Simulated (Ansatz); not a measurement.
## Ru: how the axes shrink under pressure

Ru, P6_3/mmc, a = 2.702 Å, c = 4.266 Å. Ansatz: r2SCAN, PAW, 500 eV, Γ-centred 18×18×10 mesh on 2 atoms, Gaussian smearing 0.10 eV; no spin polarisation. Cell and atoms are relaxed at each pressure, and no other structure is tried, so the rows at high pressure may lie past a change of phase. y = 100 ln(c/c0) with c0 = 4.2658 Å, so nearly a change in per cent. The pressures are the targets, met within 0.03 GPa.

```
P (GPa) y  100 ln(a/a0)
   -3.0      ?             ?
    0.0   0.00          0.00
    3.0  -0.26         -0.31
    8.0  -0.68         -0.79
   15.0  -1.22         -1.41
   30.0  -2.26         -2.59
   60.0  -3.99         -4.52
```

Question: Fit y = c1 P + c2 P² to the other rows, give the linear compressibility along c, and predict the missing y.

Answer: Least squares on the rows shown. y = −0.08536 P + 0.0003153 P². The linear compressibility along c is −c1/100 = 0.85 per TPa, against 0.99 along a from the same fit to the last column (its missing entry is 0.31): the crystal is softer along a at low pressure. At P = -3.0 the fit asked for gives 0.26. The run gave 0.28, so the fit is 0.02 too low, within twice the rms miss on the fitted rows (0.01).